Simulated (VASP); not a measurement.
Here is a VASP 6.6.1 calculation.

INCAR

```
PREC = Accurate
ENCUT = 900
EDIFF = 1E-8
ISMEAR = 0
SIGMA = 0.05
LREAL = False
LASPH = True
NELM = 100
ALGO = Normal
ISIF = 2
LWAVE = False
LCHARG = False
GGA = PE
NBANDS = 15
ADDGRID = False
```

The input KPOINTS:

```
regular mesh
0
Gamma
  10 10 10
```

Contents of POSCAR:

```
KI
1.0
    0.0000000000      3.5327750000      3.5327750000
    3.5327750000      0.0000000000      3.5327750000
    3.5327750000      3.5327750000      0.0000000000
I K
1 1
Direct
    0.5000000000      0.5000000000      0.5000000000
    0.0000000000      0.0000000000      0.0000000000
```

Potentials or basis: VASP PAW PBE potentials, release 64 (I, K_sv).

Launch:

```sh
$ cat potpaw_PBE.64/I/POTCAR potpaw_PBE.64/K_sv/POTCAR > POTCAR
$ mpirun -np 1 vasp_std > vasp.out
```

(1) Estimate the band gap on the k mesh.

(2) Predict the pressure.

Answers

(1) 3.96 eV, direct.

(2) 0.6 GPa.

Caveat: spin-orbit coupling is left out, which moves the levels of the heavy elements.

**What was measured.**

From a printed reference work, monograph, for a bulk crystal of KI: band gap 6.32 eV.

A measured gap of KI is 6.32 eV (a printed reference work, monograph); the calculated 3.96 eV misses it by -2.36 eV. Spin-orbit coupling on I is left out. The value is that of PBE on a finite k mesh, which can miss the band edges, without temperature or zero-point motion. Semilocal functionals fall short of measured gaps as a rule.
